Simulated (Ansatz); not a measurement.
A run of Ansatz 0.2.0:

The input input.yaml:

```yaml
crystal:
  lattice:
    - [2.4341575853, 0.0, 0.0]
    - [-1.2170787927, 2.1080423057, 0.0]
    - [0.0, 0.0, 3.84193447]
  atoms:
    - { symbol: Fe, position: [0.6666666667, 0.3333333333, 0.75], spin: 3.0 }
    - { symbol: Fe, position: [0.3333333333, 0.6666666667, 0.25], spin: 3.0 }
kpoints:
  mp_grid: { grid: [12, 12, 7] }
  band_path:
    path:
      - [0.0, 0.0, 0.0]
      - [0.5, 0.0, 0.0]
      - [0.3333333333, 0.3333333333, 0.0]
      - [0.0, 0.0, 0.0]
      - [0.0, 0.0, 0.5]
      - [0.5, 0.0, 0.5]
      - [0.3333333333, 0.3333333333, 0.5]
      - [0.0, 0.0, 0.5]
    npoints: 8
scf:
  occupations: { method: fermi_dirac, width: 0.05 }
hamiltonian:
  xc: pbesol
  pseudopotentials:
    kind: all_electron
    lapw: { basis_error: 0.001 }
    relativity: none
magnetization:
  spin_polarized: true
output:
  forces: true
  stress: true
  eigenvalues: true
```

Potentials or basis: all-electron LAPW, non-relativistic.

The run is started by

```bash
$ ansatz run input.yaml --threads 2 --pin off --max-ram 6144MiB --backend cpu --events-out ev --progress --plain --runs-dir out
```

Hardware: 2 threads of Arm Neoverse V2, on a shared host.

**Question.** Estimate the wall time of this run.

**Answer.** Run time: 20 s on 2 threads of Arm Neoverse V2, on a shared host, peak memory 0.51 GiB. Counts: scf iterations 11, plane waves 287, k points 76, bands 23.
